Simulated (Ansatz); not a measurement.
# Ge (P-1) in Ansatz: convergence with wavefunction cutoff

Aim: find how far wavefunction cutoff must go before the results for Ge settle, at PBE. This setting moves, with any that are tied to it; all else stays.

All numbers are computed with Ansatz 0.2.0; they aren't measurements. Logs are shortened: lines on timing, memory, paths and dates and some standing lists are left out, and cuts for length are marked.

## Step 1: The cell of the first run

The typed cell holds 1 atom: a = 2.966 Å, b = 2.960 Å, c = 2.733 Å, α = 89.71°, β = 89.49°, γ = 125.20°.

This isn't the form of Ge at room conditions, which is diamond.

The cell isn't the ideal one: cell strained at random at fixed volume.

## Step 2: With wavefunction cutoff 400 eV

The input, input.yaml:

```yaml
crystal:
  lattice:
    - [1.367023, -2.632548, 0.013326]
    - [1.360071, 2.628813, 0.007758]
    - [0.020359, -0.002888, 2.733188]
  atoms:
    - { symbol: Ge, position: [0.517612, 0.514835, -0.007028] }
hamiltonian:
  xc: pbe
  pseudopotentials: { kind: nc, accuracy: standard }
kpoints:
  mp_grid: { grid: [8, 8, 7] }
scf:
  occupations: { method: gaussian, width: 0.05 }
output:
  forces: true
  stress: true
  eigenvalues: true
basis:
  ecutwfc: "400 eV"
```

Potentials or basis: PseudoDojo standard (PBE files).

Started as:

```sh
$ ansatz run input.yaml --threads 2 --pin off --max-ram 5632MiB --backend cpu --events-out ev --progress --plain --runs-dir out
```

Wall time 1.2 s (2 threads of Arm Neoverse V2, shared host); peak memory 0.25 GiB.

Results:

```yaml
Free_energy: -2292.5294 eV
Pressure: -5.3 GPa
Band_gap_on_the_k_mesh: none (metal or under the smearing width)
```

## Step 3: With wavefunction cutoff 500 eV

input.yaml: that of step 2 with these lines changed.

```diff
@@ -19,2 +19,2 @@
 basis:
-  ecutwfc: "400 eV"
+  ecutwfc: "500 eV"
```

Potentials or basis: PseudoDojo standard (PBE files).

Started as:

```sh
$ ansatz run input.yaml --threads 2 --pin off --max-ram 5632MiB --backend cpu --events-out ev --progress --plain --runs-dir out
```

Run time: 1.5 s. Hardware: 2 threads of Arm Neoverse V2, shared host; peak memory 0.28 GiB.

What came out:

```
Free energy            : -2375.8777 eV
Pressure               : 0.9 GPa
Band gap on the k mesh : none (metal or under the smearing width)
```

## Step 4: With wavefunction cutoff 600 eV

input.yaml: that of step 3 with these lines changed.

```diff
@@ -19,2 +19,2 @@
 basis:
-  ecutwfc: "500 eV"
+  ecutwfc: "600 eV"
```

Started as:

```sh
$ ansatz run input.yaml --threads 2 --pin off --max-ram 5632MiB --backend cpu --events-out ev --progress --plain --runs-dir out
```

Run time: 1.6 s. Hardware: 2 threads of Arm Neoverse V2, shared host; peak memory 0.29 GiB.

What came out:

```yaml
Free_energy: -2413.2942 eV
Pressure: -0.7 GPa
Band_gap_on_the_k_mesh: none (metal or under the smearing width)
```

## Step 5: With wavefunction cutoff 700 eV

input.yaml: that of step 4 with these lines changed.

```diff
@@ -19,2 +19,2 @@
 basis:
-  ecutwfc: "600 eV"
+  ecutwfc: "700 eV"
```

Started as:

```sh
$ ansatz run input.yaml --threads 2 --pin off --max-ram 5632MiB --backend cpu --events-out ev --progress --plain --runs-dir out
```

It took 1.8 s on 2 threads of Arm Neoverse V2, shared host; peak memory 0.31 GiB.

What came out:

```yaml
Free_energy: -2426.3294 eV
Pressure: -0.5 GPa
Band_gap_on_the_k_mesh: none (metal or under the smearing width)
```

## Step 6: With wavefunction cutoff 850 eV

input.yaml: that of step 5 with these lines changed.

```diff
@@ -19,2 +19,2 @@
 basis:
-  ecutwfc: "700 eV"
+  ecutwfc: "850 eV"
```

Potentials or basis: PseudoDojo standard (PBE files).

Started as:

```sh
$ ansatz run input.yaml --threads 2 --pin off --max-ram 5632MiB --backend cpu --events-out ev --progress --plain --runs-dir out
```

Wall time 2.8 s (2 threads of Arm Neoverse V2, shared host); peak memory 0.34 GiB.

Results (log left out):

```
Free energy            : -2430.0753 eV
Pressure               : -0.4 GPa
Band gap on the k mesh : none (metal or under the smearing width)
```

## Step 7: With wavefunction cutoff 1000 eV

input.yaml: that of step 6 with these lines changed.

```diff
@@ -19,2 +19,2 @@
 basis:
-  ecutwfc: "850 eV"
+  ecutwfc: "1000 eV"
```

Started as:

```sh
$ ansatz run input.yaml --threads 2 --pin off --max-ram 5632MiB --backend cpu --events-out ev --progress --plain --runs-dir out
```

Wall time 3 s (2 threads of Arm Neoverse V2, shared host); peak memory 0.37 GiB.

The run converged. Its results:

* Free energy: -2430.2882 eV
* Pressure: -0.4 GPa
* Band gap on the k mesh: none (metal or under the smearing width)

## Step 8: With wavefunction cutoff 1200 eV

input.yaml: that of step 7 with these lines changed.

```diff
@@ -19,2 +19,2 @@
 basis:
-  ecutwfc: "1000 eV"
+  ecutwfc: "1200 eV"
```

Started as:

```sh
$ ansatz run input.yaml --threads 2 --pin off --max-ram 5632MiB --backend cpu --events-out ev --progress --plain --runs-dir out
```

Wall time 3.6 s (2 threads of Arm Neoverse V2, shared host); peak memory 0.41 GiB.

The run converged. Its results:

```yaml
Free_energy: -2430.2905 eV
Pressure: -0.4 GPa
Band_gap_on_the_k_mesh: none (metal or under the smearing width)
```

## Step 9: With wavefunction cutoff 1400 eV

input.yaml: that of step 8 with these lines changed.

```diff
@@ -19,2 +19,2 @@
 basis:
-  ecutwfc: "1200 eV"
+  ecutwfc: "1400 eV"
```

Potentials or basis: PseudoDojo standard (PBE files).

Started as:

```sh
$ ansatz run input.yaml --threads 2 --pin off --max-ram 5632MiB --backend cpu --events-out ev --progress --plain --runs-dir out
```

Run time: 4.8 s. Hardware: 2 threads of Arm Neoverse V2, shared host; peak memory 0.46 GiB.

Results (log left out):

- Free energy: -2430.2906 eV
- Pressure: -0.4 GPa
- Band gap on the k mesh: none (metal or under the smearing width)

## Step 10: With wavefunction cutoff 1700 eV

input.yaml: that of step 9 with these lines changed.

```diff
@@ -19,2 +19,2 @@
 basis:
-  ecutwfc: "1400 eV"
+  ecutwfc: "1700 eV"
```

Potentials or basis: PseudoDojo standard (PBE files).

Started as:

```sh
$ ansatz run input.yaml --threads 2 --pin off --max-ram 5632MiB --backend cpu --events-out ev --progress --plain --runs-dir out
```

Standard output:

```text
Warning: RAYON_NUM_THREADS=2 ignored (pool sized by the plan → 2); use --threads N
Engine: ansatz 0.2.0, aarch64-unknown-linux-gnu
Pseudopotentials: kind: nc
Pseudopotential: Ge, nc, valence charge 14, recommended cutoff 1061.244064 eV (normal), Ge.nc.azcp (PseudoDojo's, or run here from an input of PseudoDojo's; its table is named by hamiltonian.pseudopotentials.accuracy)
Functional definition: PBE
  parameter kappa = 0.804
  parameter beta = 0.06672455060314922
  exchange = pbe_x(kappa = kappa, mu = beta*pi^2/3)
  correlation = pbe_c(beta = beta)
Crystal: 1 atoms, lattice volume = 19.607 Å³
Basis set: ecut = 1700 eV, 3103 PW (Γ), exchange–correlation on 80×80×80 points (8 copies of the dense FFT grid, shifted against one another)
Bands: 11, of which v1, the nominal top of the filled ones, is band 7 counted from 1 (6 counted from 0)
Symmetry: 2 space group operations
Space group: P-1 (ITA 2), of the structure as read, at distance tolerance 2.7e-5 Å
k-points: 226 of 448
Non-local potential: Ge, projectors of the file, l = 0: 2, l = 1: 2, l = 2: 2
Initial density: superposition of atomic densities (chi_scale 0.1, normalization cell)
Initial wavefunctions: pseudopotential atomic-orbital guess
Functional: x = pbe(κ = 0.804, μ = 0.2195149727645171), c = pbe(β = 0.06672455060314922)
SCF iter   1: F=—  HF=-2430.299559 eV  |F-HF|=—  |Δ(HF+E_count)|=         —  Δρ=1.71e-2  dr2=4.82e-2  ethr=3.10e-3  ⟨swp⟩=4.8  Hψ=14970  notcnv=0
preconditioner: auto → none  [metal: Δε(μ)=0.013 eV  Ē_g=26.707 eV  σ=0.050 eV  W_gap=0.15  n_scr=4 (ndim 8)  ℏωp=31.4 eV  f_vac=0.000  D(μ)=0.79/eV (n_scr^D=8)  sad-step TF]
SCF iter   2: F=—  HF=-2430.293141 eV  |F-HF|=—  |Δ(HF+E_count)|=   6.42e-3  Δρ=1.08e-2  dr2=1.88e-2  ethr=3.45e-4  ⟨swp⟩=2.0  Hψ=5059  notcnv=0  defer=29
SCF iter   3: F=—  HF=-2430.290688 eV  |F-HF|=—  |Δ(HF+E_count)|=   2.45e-3  Δρ=7.97e-4  dr2=6.08e-5  ethr=1.34e-4  ⟨swp⟩=3.0  Hψ=4904  notcnv=0  defer=30
SCF iter   4: F=—  HF=-2430.290684 eV  |F-HF|=—  |Δ(HF+E_count)|=   4.67e-6  Δρ=1.29e-4  dr2=1.63e-6  ethr=4.35e-7  ⟨swp⟩=2.5  Hψ=3416  notcnv=0  defer=30
SCF iter   5: F=-2430.290684 eV  HF=-2430.290684 eV  |F-HF|=3.68e-8  |Δ(HF+E_count)|=   3.37e-7  Δρ=2.49e-5  dr2=3.63e-8  ethr=7.14e-10  ⟨swp⟩=7.0  Hψ=12487  notcnv=0
SCF 1 converged in 5 iterations: F = -2430.290684 eV  dr2 = 3.63e-8
SCF converged after 5 iterations
Free energy (F): -2430.290684 eV
Harris-Foulkes:  -2430.290684 eV  (|F-HF|=3.68e-8)
Internal energy: -2430.289686 eV  (E = F + TS)
E sigma→0 (E₀):  -2430.290185 eV
Entropy (-TS):   -0.000998 eV (-0.998 meV/atom)
Fermi energy:    11.397758 eV
--- Per-component energies (eV) ---
  E_band       = -106.774649
  E_kinetic    = 1824.543046
  E_local      = -1513.640210  (includes V_loc(G=0)·N_el)
  E_nonlocal   = -1283.534948
  E_hartree    = 630.756581
  E_xc         = -593.495756
  E_vxc        = -395.656254  (∫ρ·V_xc dr)
  E_ewald      = -1494.918400
  E_smearing   = -0.000998  (= −TS)
  E_closure    = -0.000000  (closes the sum)
  Σ components = -2430.290684   (vs F -2430.290684, Δ=0.00e0)
--- Forces (eV/Å), atoms counted from 1 ---
  atom   1  Ge     0.00000000     0.00000000     0.00000000
  max |Σ_I F_I| component: 0.00e0 eV/Å
--- Stress (GPa, compression-positive) ---
        3.087482      -0.007020      -0.071519
       -0.007020      -3.211939       0.072312
       -0.071519       0.072312      -1.085210
  P = ⅓ Tr σ = -0.4032 GPa (-4.032 kbar)
--- Band table (eV; the first three rows and the last of 226) ---
  k-point 0: bands = ["-13.2977", "-13.2612", "-13.1882", "-13.0955", "-13.0723", "-1.3964", "17.6662", "18.3896", "20.8551", "21.2474", "23.3926"]
  k-point 1: bands = ["-13.2795", "-13.2447", "-13.1868", "-13.1068", "-13.0828", "-1.0078", "13.9912", "18.7506", "21.2150", "23.4389", "25.4597"]
  k-point 2: bands = ["-13.2679", "-13.1837", "-13.1787", "-13.1321", "-13.1063", "0.1301", "9.6856", "19.7306", "22.1908", "24.5579", "27.5285"]
  k-point 225: bands = ["-13.2833", "-13.2131", "-13.1351", "-13.1072", "-13.0364", "5.9126", "8.6156", "9.8823", "15.0848", "20.0741", "24.8674"]
```

Wall time 6.1 s (2 threads of Arm Neoverse V2, shared host); peak memory 0.52 GiB.

Results:

```yaml
Free_energy: -2430.2907 eV
Pressure: -0.4 GPa
Band_gap_on_the_k_mesh: none (metal or under the smearing width)
```

## Step 11: Result

```csv
wavefunction cutoff,"energy less the tightest run, at zero smearing (meV/atom)",pressure (GPa),SCF cycles,CPU time (s),peak memory (GiB)
400 eV,137761.42,-5.34,7,2.4,0.25
500 eV,54412.85,0.85,7,3,0.28
600 eV,16996.53,-0.67,6,3,0.29
700 eV,3961.38,-0.50,6,3.5,0.31
850 eV,215.43,-0.43,6,5.6,0.34
1000 eV,2.49,-0.40,5,5.9,0.37
1200 eV,0.14,-0.40,5,7.2,0.41
1400 eV,0.06,-0.40,5,9.5,0.46
1700 eV,0.00,-0.40,5,12,0.52
```

Against the tightest run, the energy stays within 1 meV/atom from 1200 eV on; the pressure stays within 0.1 GPa from 850 eV on. The tightest run that finished is the yardstick and may itself not be fully converged.
